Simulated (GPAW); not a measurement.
BaTiO3:

```
Ba Ti O
1.0
     4.00600    0.00000    0.00000
     0.00000    4.00600    0.00000
     0.00000    0.00000    4.00600
Ba Ti O
1 1 3
Cartesian
  2.0030 2.0030 2.0030
  0.0000 0.0000 0.0000
  0.0000 0.0000 2.0030
  0.0000 2.0030 0.0000
  2.0030 0.0000 0.0000
```

Base run:

- Program: GPAW 26.7.0
- Functional: r2SCAN
- Potentials or basis: GPAW PAW data sets (gpaw-data 1.2.1)
- Cutoff: 800 eV
- Basis: pw
- k mesh: 7 × 7 × 7
- Occupations: fermi-dirac, width 0.05 eV
- Spin: no spin polarisation

Its results: band gap on the k mesh 2.20 eV, indirect (least direct gap 2.28 eV); pressure 0.0 GPa.

Task: The run is repeated on the same cell with these changes: functional from r2SCAN to PBE. What comes out?

Result: Band gap on the k mesh 1.84 eV, indirect (least direct gap 1.92 eV); pressure 3.0 GPa.

r2SCAN gives the wider gap, since meta-GGAs in the generalised Kohn-Sham scheme recover part of the derivative discontinuity.

Caveats: spin-orbit coupling is left out, which moves the levels of the heavy elements; the PAW data sets were made with another functional, which shifts forces and pressure a little (some runs).

A k mesh can miss the band edges.
